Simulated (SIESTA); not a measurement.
Crystal: NiSb (Breithauptite).

```
Sb Ni
1.0
     3.92800    0.00000    0.00000
    -1.96400    3.40175    0.00000
     0.00000    0.00000    5.12000
Sb Ni
2 2
Direct
  0.66667 0.33333 0.75000
  0.33333 0.66667 0.25000
  0.00000 0.00000 0.50000
  0.00000 0.00000 0.00000
```

Base run:

- Program: SIESTA 5.4.2
- Functional: RPBE
- Potentials or basis: PseudoDojo 0.4 standard (PBE files)
- Basis: DZP (energy shift 0.003 Ry; two zetas on semicore shells)
- Grid cutoff: 800 Ry
- Energy shift: 0.003 Ry
- k mesh: 6 × 6 × 4
- Occupations: fermi-dirac, width 0.05 eV
- Spin: collinear spin, ferromagnetic start
- Starting moments: [0.0, 0.0, 1.0, 1.0] μB

Its results: band gap on the k mesh none (metal or under the smearing width); pressure 8.5 GPa; net moment 0.00 μB per cell.

**Question.** After a change of settings the same cell gave: band gap on the k mesh none (metal or under the smearing width); pressure 5.6 GPa; net moment 0.00 μB per cell. Which change was it?
A. functional from RPBE to BLYP
B. functional from RPBE to revPBE
C. functional from RPBE to WC; potentials or basis from PseudoDojo 0.4 standard (PBE files) to PseudoDojo 0.4 standard (PBEsol files)
D. functional from RPBE to PW91

**Answer.** D.

PW91 binds more tightly than RPBE, so the same cell stands under less pressure.

Caveats: short orbitals over semicore shells can move pressures by several GPa; the potentials were made for another functional, which shifts forces and pressure; the basis of atomic orbitals isn't converged, which shifts pressures, moduli and gaps.

Runs at the PBE level aren't shown here.
